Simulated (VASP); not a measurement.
Input of a VASP 6.6.1 run:

INCAR

```
SYSTEM = Sb
  PREC = Accurate
  ENCUT = 600
  EDIFF = 1E-7
  ISMEAR = 1
  SIGMA = 0.1
  LREAL = .False.
  LASPH = .True.
  NELM = 80
  ALGO = Normal
  ISIF = 3
  LWAVE = .False.
  LCHARG = .False.
  GGA = PE
  IBRION = 2
  NSW = 90
  EDIFFG = -0.005
```

KPOINTS

```
regular mesh
0
Gamma
  12 12 10
  0 0 0
```

File POSCAR:

```
Sb                                      
1.0
    2.1873236725      1.2628519111      3.8335300500
   -2.1873236725      1.2628519111      3.8335300500
    0.0000000000     -2.5257038223      3.8335300500
  Sb            
     2
Direct
     0.2332985895874529    0.2332985895874529    0.2332985895874529
     0.7667014104125471    0.7667014104125471    0.7667014104125471
```

Potentials or basis: VASP PAW PBE potentials, release 64 (Sb).

Launch:

```console
$ cat potpaw_PBE.64/Sb/POTCAR > POTCAR
$ mpirun -np 1 vasp_std > vasp.out
```

Q: What does it give for the band gap on the k mesh?

A: None (metal or under the smearing width).

Final structure:
```cif
data_structure
_symmetry_space_group_name_H-M 'P 1'
_symmetry_Int_Tables_number 1
_cell_length_a 4.5908
_cell_length_b 4.5908
_cell_length_c 4.5908
_cell_angle_alpha 56.909
_cell_angle_beta 56.909
_cell_angle_gamma 56.909
_cell_volume 63.54
loop_
_atom_site_label
_atom_site_type_symbol
_atom_site_fract_x
_atom_site_fract_y
_atom_site_fract_z
_atom_site_occupancy
Sb1 Sb 0.23330 0.23330 0.23330 1
Sb2 Sb 0.76670 0.76670 0.76670 1
```

Caveat: the relaxation stopped at its first step, so nothing moved. Spin-orbit coupling is left out, which matters for the levels of Sb.
